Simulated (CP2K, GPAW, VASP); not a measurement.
## One calculation of TiO2, 3 ways

```xyz
6
Lattice="4.5998 0.0000 0.0000 0.0000 4.5998 0.0000 0.0000 0.0000 2.9592" Properties=species:S:1:pos:R:3 pbc="T T T"
Ti    0.0000    0.0000    1.4796
Ti    2.2999    2.2999    0.0000
O     1.3998    1.3998    1.4796
O     0.9001    3.6997    0.0000
O     3.6997    0.9001    0.0000
O     3.2000    3.2000    1.4796
```

The cell is a database's computed one, not the measured one.

Alike in all runs: task single point; functional PBE; k mesh 6 × 6 × 9; occupations gaussian, width 0.012 eV; no spin polarisation; no spin-orbit coupling. Pressure is positive in compression and, in plane waves, holds the error of the finite cutoff.

```tsv
program and potentials	plane-wave cutoff (eV)	notes	pressure (GPa)
GPAW, GPAW PAW data sets (gpaw-data 1.2.1)	800	-	5.33
CP2K, POTENTIAL_UZH Ti GTH-PBE-q12, O GTH-PBE-q6; TZVP-MOLOPT-PBE-GTH basis	-	atomic basis	5.22
VASP, PBE PAW files O, Ti_sv, 520 eV	520	-	4.93
```

Force on atom 3 (O), eV/Å:

```
                                                     program and potentials       x       y      z
                                 GPAW, GPAW PAW data sets (gpaw-data 1.2.1)  -0.020  -0.020  0.000
CP2K, POTENTIAL_UZH Ti GTH-PBE-q12, O GTH-PBE-q6; TZVP-MOLOPT-PBE-GTH basis   0.037   0.037  0.000
                                       VASP, PBE PAW files O, Ti_sv, 520 eV  -0.015  -0.015  0.000
```

The pressure spans 4.93 (VASP, PBE PAW files O, Ti_sv, 520 eV) to 5.33 GPa (GPAW, GPAW PAW data sets (gpaw-data 1.2.1)). Rows in atomic bases carry the error of their basis and grid, which can be large.

Differences between rows come from potentials, basis sets and numerical settings, since the functional is the same but for its coding. Runs on potential files found faulty are left out.
